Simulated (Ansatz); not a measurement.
Crystal: Ni3Ge.

```xyz
4
Lattice="3.5303 0.0000 0.0000 0.0000 3.5303 0.0000 0.0000 0.0000 3.5303" Properties=species:S:1:pos:R:3 pbc="T T T"
Ge    0.0000    0.0000    0.0000
Ni    1.7652    1.7652    0.0000
Ni    0.0000    1.7652    1.7652
Ni    1.7652    0.0000    1.7652
```

The cell comes from a database or a generator and needn't be the stable form of this composition.

Base run:

| Quantity | Value |
| --- | --- |
| Program | Ansatz 0.2.0 |
| Functional | LDA |
| Potentials or basis | all-electron LAPW, scalar-relativistic |
| Cutoff | 285 eV (chosen from the basis error) |
| Basis error allowed | 0.002 eV/atom |
| k mesh | 8 × 8 × 8 |
| Occupations | fermi-dirac, width 0.05 eV |
| Spin | collinear spin, ferromagnetic start |
| Starting moments | [0.0, 1.0, 1.0, 1.0] μB |

Its results: pressure -7.8 GPa; net moment 0.00 μB per cell.

Q: The run is repeated on the same cell with these changes: functional from LDA to PBEsol. What comes out?

A: Pressure -0.9 GPa; net moment 0.00 μB per cell.

PBEsol binds less tightly than LDA, so the same cell stands under more pressure.

Caveats: the starting moments weren't kept.
